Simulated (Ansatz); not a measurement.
## Stiffness of TaC from strained cells

```yaml
crystal:
  lattice:
    - [0.00000, 2.22700, 2.22700]
    - [2.22700, 0.00000, 2.22700]
    - [2.22700, 2.22700, 0.00000]
  atoms:
    - { symbol: Ta, position: [0.00000, 0.00000, 0.00000] }
    - { symbol: C, position: [0.50000, 0.50000, 0.50000] }
```

Atom numbers follow the list: Ta1, C2.

The cell comes from COD entry 9008731, which wasn't checked; take it as a given geometry.

Spin polarisation is left out, and whether a magnetic state lies lower isn't shown here.

Spin–orbit coupling is left out, though it moves levels of the heavy atoms by tenths of an eV or more.

Method: DFT, LDA, all-electron LAPW, scalar-relativistic in Ansatz 0.2.0.

Settings: a Γ-centred 16×16×16 k mesh, Fermi–Dirac smearing of 0.05 eV, basis error target 1 meV/atom, no spin polarisation.

The unstrained cell is at -9.40 GPa. Large strains and very small stresses are left out. Each strain is applied once, with fractional coordinates held (clamped ions), and σ below is the change of stress, positive in tension. One finite strain gives stress–strain coefficients at this pressure with an error of the order of the strain times third-order constants, a few per cent for each per cent of strain. In a metal the k mesh adds noise of tens of per cent to soft shears.

With equal xy, yz and zx engineering shear strains of -1 %, the run gives σxy = -1.92 GPa and γxy = 2εxy = -0.0100. Which stiffness follows?

C44 (clamped ions) = σxy/γxy = 192 GPa.

Estimate the stiffness probed by this change, and the stress that it gives: equal xy, yz and zx engineering shear strains of +1 %.

σxy = 1.97 GPa and γxy = 2εxy = 0.0100, so C44 (clamped ions) = σxy/γxy = 197 GPa.
